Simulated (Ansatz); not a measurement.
Input and output of a one-shot G0W0 calculation on BN built on the zincblende prototype (the PAW code Ansatz, G0W0@PBE with 26 empty bands, a screening cutoff of 100 eV and an 8×8×8 mesh). Cell and atoms come from a relaxation with r2SCAN.

Input file:
```yaml
crystal:
  lattice:
    - [0.0, 1.804825465, 1.804825465]
    - [1.804825465, 0.0, 1.804825465]
    - [1.804825465, 1.804825465, 0.0]
  atoms:
    - { symbol: B, position: [0.0, 0.0, 0.0] }
    - { symbol: "N", position: [0.25, 0.25, 0.25] }
kpoints:
  mp_grid: { grid: [8, 8, 8] }
hamiltonian:
  xc: pbe
scf:
  occupations: { method: fixed }
gw:
  n_empty_bands: 26
  ecut_chi: 100
  qp_bands: [v2, c2]
  qp_kpoints: band_edges
  screening: { model: contour_deformation }
```

Wall time 110 s on 1 × NVIDIA H100 80GB HBM3 with 2 threads of AMD EPYC 7R13 Processor (Zen 3), with other jobs on the host, load about 1.7 per core; peak host memory 1.2 GiB.

Problem. Predict the output.

Solution. The log, with set-up remarks and timings taken out:
```
Functional definition: PBE
Crystal: 2 atoms, lattice volume = 11.758 Å³
Basis set: ecut = 420 eV, 259 PW (Γ)
Bands: 8, of which v1, the nominal top of the filled ones, is band 4 counted from 1 (3 counted from 0)
Symmetry: 24 space group operations
Space group: F-43m (ITA 216)
k-points: 29 of 512 (time reversal used)
Free energy (F): -542.273384 eV
Fermi energy:    11.251394 eV
--- G₀W₀: contour deformation, 5 samples at zero and on the imaginary axis and 2 off it, 512 q-points, 26 empty bands' worth ---
    ik  band        ε_KS         Σx   Σc(E_QP)       V_xc       Z   E_QP_lin       E_QP  E_QP is
     0     3     11.2514   -22.8744     3.1071   -19.3036  0.8294    10.7869    10.7878  root
     0     4     11.2514   -22.8744     3.1071   -19.3036  0.8294    10.7869    10.7878  root
     0     5     20.1034    -7.9682    -5.1818   -14.6971  0.8406    21.6618    21.6505  root
     0     6     20.1034    -7.9682    -5.1818   -14.6971  0.8406    21.6618    21.6505  root
     1     3     10.8707   -22.7081     3.1583   -19.0376  0.8286    10.3574    10.3585  root
     1     4     10.8707   -22.7081     3.1583   -19.0376  0.8286    10.3574    10.3585  root
     1     5     20.4761    -8.7975    -5.2090   -15.4723  0.8380    21.9525    21.9419  root
     1     6     20.6760    -8.0722    -5.3048   -14.9775  0.8376    22.2894    22.2765  root
     2     3     10.1193   -22.5672     3.3122   -18.6495  0.8266     9.5121     9.5137  root
     2     4     10.1193   -22.5672     3.3122   -18.6495  0.8266     9.5121     9.5137  root
     2     5     20.9399    -9.4911    -5.2850   -16.1739  0.8354    22.3478    22.3377  root
     2     6     21.6273    -8.0204    -5.5206   -15.1980  0.8333    23.2995    23.2843  root
     3     3      9.5199   -22.5737     3.4661   -18.4301  0.8245     8.8403     8.8424  root
     3     4      9.5199   -22.5737     3.4661   -18.4301  0.8245     8.8403     8.8424  root
     3     5     21.3094    -9.9325    -5.3256   -16.6213  0.8340    22.6824    22.6726  root
     3     6     21.9921    -7.7678    -5.5488   -14.9342  0.8340    23.6245    23.6096  root
     4     3      9.3022   -22.5950     3.5264   -18.3655  0.8237     8.5967     8.5990  root
     4     4      9.3022   -22.5950     3.5264   -18.3655  0.8237     8.5967     8.5990  root
     4     5     21.4472   -10.0973    -5.3361   -16.7851  0.8335    22.8086    22.7989  root
     4     6     21.9965    -7.6488    -5.5148   -14.7467  0.8354    23.5938    23.5796  root
     5     3     10.1361   -22.3722     3.2500   -18.5195  0.8271     9.5318     9.5334  root
     5     4     10.1361   -22.3722     3.2500   -18.5195  0.8271     9.5318     9.5334  root
     5     5     19.4309    -8.1182    -5.0498   -14.5583  0.8431    20.8300    20.8212  root
     5     6     21.6405    -8.3923    -5.4650   -15.5520  0.8327    23.3510    23.3352  root
    11     3      9.1014   -22.1100     3.4302   -17.9444  0.8242     8.3635     8.3661  root
    11     4     10.8099   -22.8093     3.2028   -19.0872  0.8282    10.2894    10.2905  root
    11     5     20.9429    -7.8634    -5.4503   -14.9335  0.8356    22.5766    22.5627  root
    11     6     21.0824    -8.8873    -5.3095   -15.6654  0.8354    22.5621    22.5508  root
    12     3      8.2274   -22.1601     3.6675   -17.6696  0.8206     7.4009     7.4044  root
    12     4      8.2274   -22.1601     3.6675   -17.6696  0.8206     7.4009     7.4044  root
    12     5     18.0729    -8.1593    -4.8032   -14.1320  0.8473    19.2482    19.2425  root
    12     6     22.8392    -8.5258    -5.5531   -15.4830  0.8312    24.2554    24.2433  root
    17     3      6.8238   -22.2216     4.0207   -17.2362  0.8142     5.8536     5.8592  root
    17     4      6.8238   -22.2216     4.0207   -17.2362  0.8142     5.8536     5.8592  root
    17     5     16.4704    -8.0569    -4.5155   -13.5265  0.8525    17.4279    17.4245  root
    17     6     21.1092    -7.8175    -5.0376   -13.9834  0.8472    22.2436    22.2375  root
  […]
```
Only the leading digits can be foreseen; the rest is this run's record.

The points are ik 0 = (0, 0, 0) (Γ), ik 1 = (0, 0, 1/8), ik 2 = (0, 0, 1/4), ik 3 = (0, 0, 3/8), ik 4 = (0, 0, -1/2), ik 5 = (0, 1/8, 1/8), ik 11 = (0, 1/8, -1/8), ik 12 = (0, 1/4, 1/4), ik 17 = (0, 3/8, 3/8), ik 20 = (0, -1/2, -1/2), ik 23 = (1/8, 1/4, -3/8); band 4 is the last filled one.

G0W0 moves the gap on the mesh from 4.48 eV (PBE) to 5.81 eV (Γ to k = (0, -1/2, -1/2)). Renormalisation factors Z lie between 0.81 and 0.85. No extrapolation in bands, cutoff or mesh was made for G0W0.

Calculated for a static, non-magnetic cell.
